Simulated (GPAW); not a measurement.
Crystal: C.

```
C
1.0
     2.52210    0.00000    0.00000
    -1.26105    2.18420    0.00000
     0.00000    0.00000   12.35570
C
12
Direct
  0.66667 0.33333 0.35417
  0.33333 0.66667 0.64583
  0.33333 0.66667 0.85417
  0.66667 0.33333 0.14583
  0.66667 0.33333 0.47917
  0.33333 0.66667 0.52083
  0.33333 0.66667 0.97917
  0.66667 0.33333 0.02083
  0.00000 0.00000 0.81250
  0.00000 0.00000 0.18750
  0.00000 0.00000 0.31250
  0.00000 0.00000 0.68750
```

This is a hexagonal form of diamond, not graphite.

Program: GPAW 26.7.0. Alike in all runs: level LDA; potentials or basis the program's PAW data sets (release 1.2.1) made for this functional, pw; no spin polarisation; cell as given; k mesh 10 × 10 × 2; cutoff (eV) 600. Hardware: 1 thread of Arm Neoverse V1 (shared host).

**Question.** Order these runs on this cell by their wall time, lowest first.
A. task dielectric tensor; smearing fermi-dirac 0.001 eV; response ecut 80 eV; maxiter 150; response k mesh 12 × 12 × 3; response bands 120; kernels ["RPA", "ALDA", "Bootstrap"]
B. task optical spectrum; smearing fermi-dirac 0.001 eV; response ecut 50 eV; maxiter 150; response k mesh 7 × 7 × 2; response bands 216
C. task single point; smearing fermi-dirac 0.05 eV; maxiter 80

**Answer.** C (57 s), B (850 s), A (1900 s).

Caveats: the long-wavelength limit can be off by a per cent or two (some runs); spectra need much finer meshes, so this one isn't converged (some runs); independent-particle spectra lack excitons (some runs).
